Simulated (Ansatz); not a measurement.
NiO under changes of volume

One of the cells (9.076 Å³/atom); the others are scaled copies at fixed shape and fractional positions:

```
Ni O
1.0
     0.00000    2.08590    2.08590
     2.08590    0.00000    2.08590
     2.08590    2.08590    0.00000
Ni O
1 1
Direct
  0.00000 0.00000 0.00000
  0.50000 0.50000 0.50000
```

| Property | Result |
| --- | --- |
| Program | Ansatz 0.2.0 |
| Functional | PBE |
| Potentials or basis | Ansatz PAW |
| Cutoff | 420 eV (not typed: the program's choice for these potentials) |
| k mesh | 11 × 11 × 11 |
| Occupations | fermi-dirac, width 0.05 eV |
| Spin | collinear spin, ferromagnetic start |
| Starting moments | [1.0, 0.0] μB |

```csv
volume (Å³/atom),energy over the lowest point (meV/atom),pressure (GPa),moment (μB per cell)
8.531,45.64,18.6,1.51
8.713,27.33,13.6,1.57
8.894,14.41,9.4,1.65
9.076,5.61,5.7,1.73
9.257,?,?,?
9.439,0.00,-1.2,1.82
9.620,2.92,-4.2,1.86
```

**Question.** What does the run at 9.257 Å³/atom give?

**Answer.** Energy over the lowest point 0.84 meV/atom; pressure 2.2 GPa; moment 1.78 μB per cell.

Worked out: A Birch-Murnaghan fit of order 3 (a polynomial in V^(-2/3)) to the other rows has its minimum at 9.39 Å³/atom with B0 = V·E''(V) = 165 GPa and B' = 2.9. It gives 0.92 meV/atom at 9.257 Å³/atom, against the run's 0.84, and -dE/dV = 2.4 GPa, against 2.2. A parabola through the other rows of the moment, of slope 0.285 μB per Å³/atom there, gives 1.77 μB, against the run's 1.78.

Energies are extrapolated to zero smearing.

Caveats: a cell with one magnetic atom can't hold antiferromagnetic order, which such compounds often take.
